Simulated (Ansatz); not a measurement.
The system is SnO2.

```
Sn O
1.0
     3.23058    0.00000    0.00000
    -1.61529    2.79776    0.00000
     0.00000    0.00000   10.79056
Sn O
2 4
Direct
  0.00000 0.00000 0.00000
  0.00000 0.00000 0.50000
  0.33333 0.66667 0.90586
  0.33333 0.66667 0.59414
  0.66667 0.33333 0.09414
  0.66667 0.33333 0.40586
```

Measurements of this composition are mostly on another form, of space group No. 136.

```yaml
Program: Ansatz 0.2.0
Task: relaxation of cell and atoms
Functional: LDA
Potentials_or_basis: Ansatz PAW
Cutoff: "420 eV (not typed: the program's choice for these potentials)"
k_mesh: 9 × 9 × 3
Occupations: fermi-dirac, width 0.05 eV
Spin: no spin polarisation
```

At the start: volume 16.25 Å³/atom.

**Question.** Where does the relaxation end?

**Answer.** It ends after 13 steps and the volume is 15.10 Å³/atom (-7.1 %); space group P6_3/mmc (No. 194, to 0.05 Å).

Step by step:
| step | energy change (eV) | largest force (eV/Å) | volume (Å³) |
| --- | --- | --- | --- |
| 1 | 0.0000 | 0.6944 | 97.53 |
| 2 | -0.1617 | 0.1438 | 92.35 |
| 3 | -0.1631 | 0.0471 | 93.37 |
| 4 | -0.1650 | 0.0004 | 93.13 |
| 5 | -0.1453 | 0.0004 | 93.13 |
| 6 | -0.1510 | 0.0005 | 92.30 |
| 7 | -0.1548 | 0.0003 | 91.66 |
| 8 | -0.1550 | 0.0000 | 91.62 |
| 9 | -0.1469 | 0.0007 | 91.62 |
| 10 | -0.1513 | 0.0001 | 90.93 |
| 11 | -0.1476 | 0.0001 | 90.93 |
| 12 | -0.1498 | 0.0003 | 90.59 |
| 13 | -0.1481 | 0.0001 | 90.59 |

Final structure:
```
CELL_PARAMETERS angstrom
3.17000 0.00000 0.00000
-1.58500 2.74530 0.00000
0.00000 0.00000 10.40911
ATOMIC_POSITIONS crystal
Sn 0.00000 0.00000 0.00000
Sn 0.00000 0.00000 0.50000
O 0.33333 0.66667 0.90476
O 0.33333 0.66667 0.59524
O 0.66667 0.33333 0.09524
O 0.66667 0.33333 0.40476
```

Caveat: the plane-wave basis is chosen anew once the cell has moved, so the energies of steps on either side of that aren't comparable; the pressure holds a Pulay correction of +0.9 GPa for the finite cutoff; the PAW data sets come from PBE, with cores solved anew for the run's functional, which leaves a small shift of forces and pressure.
